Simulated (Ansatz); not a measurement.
# InSe: the cost of one run

Computed with Ansatz 0.2.0 (DFT PBE+D3(BJ), scalar-relativistic, plane waves, PAW, unless a step's input says otherwise).

**1. The starting structure**

Symmetry: P-6m2, No. 187, hexagonal system. The conventional cell has a = 4.050 Å, b = 4.050 Å, c = 22.011 Å, α = 90.00°, β = 90.00°, γ = 120.00°. Se (site symmetry 3m) is surrounded by 3 In at 2.52 Å. Around In (site symmetry 3m) lie 3 Se at 2.52 Å.

As a file:

```
CELL_PARAMETERS angstrom
4.05000 0.00000 0.00000
-2.02500 3.50740 0.00000
0.00000 0.00000 22.01128
ATOMIC_POSITIONS crystal
Se 0.33333 0.66667 0.38617
In 0.66667 0.33333 0.42847
In 0.66667 0.33333 0.57153
Se 0.33333 0.66667 0.61383
```

Free-standing sheet.

**2. Relaxing the sheet and its cell in the plane**

input.yaml

```yaml
crystal:
  lattice:
    - [4.04999875, 0.0, 0.0]
    - [-2.02499938, 3.5074018, 0.0]
    - [0.0, 0.0, 22.0112801213]
  atoms:
    - { symbol: Se, position: [0.33333333, 0.66666667, 0.3861656366] }
    - { symbol: In, position: [0.66666667, 0.33333333, 0.4284689492] }
    - { symbol: In, position: [0.66666667, 0.33333333, 0.5715310508] }
    - { symbol: Se, position: [0.33333333, 0.66666667, 0.6138343634] }
basis:
  ecutwfc: 420.0
  fft_grid_basis: typed
kpoints:
  mp_grid: { grid: [9, 9, 1] }
hamiltonian:
  xc: pbe
  dispersion: d3bj
scf:
  occupations: { method: gaussian, width: 0.05 }
output:
  forces: true
  eigenvalues: true
  stress: true
efield:
  axis: 3
  dipole_correction: true
  ramp_width: 0.04
relax:
  adjacent_minimum: "off"
  f_tol: 0.02
  max_steps: 60
  cell: { fix: [c, alpha, beta], stress_tol: 0.05 }
```

The run is started by

```sh
> ansatz run input.yaml --threads 1 --pin off --max-ram 2211MiB --backend cpu --events-out ev --progress --plain --runs-dir out
```

What time and memory should one allow on 1 thread of Intel Xeon 6975P-C (Granite Rapids), shared host?

About 36 s, with a peak of 0.57 GiB.
